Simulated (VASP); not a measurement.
# ZnS: equation of state with PBE

**What was measured.**

From “Electronic, vibrational, and thermodynamic properties of ZnS (zincblende and rocksalt structure)”, 2009, arxiv:0911.5022, for a bulk crystal of ZnS: bulk modulus 76.9 GPa.

Crystal: ZnS.

```
Zn S
1.0
     0.00000    2.70200    2.70200
     2.70200    0.00000    2.70200
     2.70200    2.70200    0.00000
Zn S
1 1
Direct
  0.75000 0.75000 0.75000
  0.00000 0.00000 0.00000
```

```yaml
Program: VASP 6.6.1
Task: equation of state
Functional: PBE
Potentials_or_basis: VASP PAW PBE potentials, release 64 (Zn, S)
Cutoff: 520 eV
k_mesh: 9 × 9 × 9
Occupations: fermi-dirac, width 0.05 eV
Spin: no spin polarisation
Further_INCAR_settings: ALGO = Normal; EDIFF = 1e-07; NBANDS = 16
```

```json
{"Equilibrium volume": "20.21 Å³/atom", "Bulk modulus": "69 GPa", "Pressure derivative of the bulk modulus": "4.4"}
```

Energy against volume, from the lowest point:
```
volume (Å³/atom)  energy (meV/atom)
          18.543              34.84
          18.938              19.53
          19.332               8.94
          19.727               2.58
          20.121               0.00
          20.516               0.86
          20.910               4.79
```

All runs of the series together: 2.1 min on 1 thread of Intel(R) Xeon(R) Platinum 8488C (Sapphire Rapids), on a shared host.

Against the measured bulk modulus of ZnS, 76.9 GPa (quoted in “Electronic, vibrational, and thermodynamic properties of ZnS (zincblende and rocksalt structure)”, 2009, arxiv:0911.5022), the calculated 69 GPa is off by -9.8 %. The fit is for a static lattice scaled at fixed shape and fixed fractional positions.

PBE usually gives volumes a little too large and moduli too small.
